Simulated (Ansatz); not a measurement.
# Relaxed lattice of SiO₂ against the functional

Method: plane-wave DFT with PAW (Ansatz; 420 eV, 500 eV for r²SCAN). Each run relaxes cell and atoms to zero pressure from this start:

```xyz
6
Lattice="-2.3740 2.3740 3.7440 2.3740 -2.3740 3.7440 2.3740 2.3740 -3.7440" Properties=species:S:1:pos:R:3 pbc="T T T"
Si    0.0000    0.0000    0.0000
Si    0.0000    2.3740    1.8720
O     1.1870    2.9599    2.8080
O     0.5858    1.1870    0.9360
O    -1.1870    1.7882    2.8080
O    -0.5858    3.5611    0.9360
```

| Item | Value |
| --- | --- |
| Γ-centred k-mesh | 8×8×8 |
| occupation rule | Gaussian smearing, 0.02 eV |
| spin treatment | unpolarised |

Lengths are those of the conventional cell, space group I-42d.

**Question.** Order by relaxed volume, smallest first.
A. PBEsol
B. PBE
C. LDA
D. r2SCAN

**Answer.** C (14.73 Å³/atom), D (14.91 Å³/atom), A (15.16 Å³/atom), B (15.54 Å³/atom).

```
functional a (Å) c (Å) volume (Å³/atom) gap on mesh (eV)
       LDA  4.924  7.287             14.73              5.77
    PBEsol  4.980  7.338             15.16              5.82
       PBE  5.027  7.379             15.54              5.73
    r2SCAN  4.947  7.313             14.91              6.56
```

This form isn't the usual stable structure of the compound.

Cost: 4 runs of about 20 core-minutes in all, on Intel Xeon Processor @ 2.50GHz (Skylake/Cascade Lake) (shared hosts).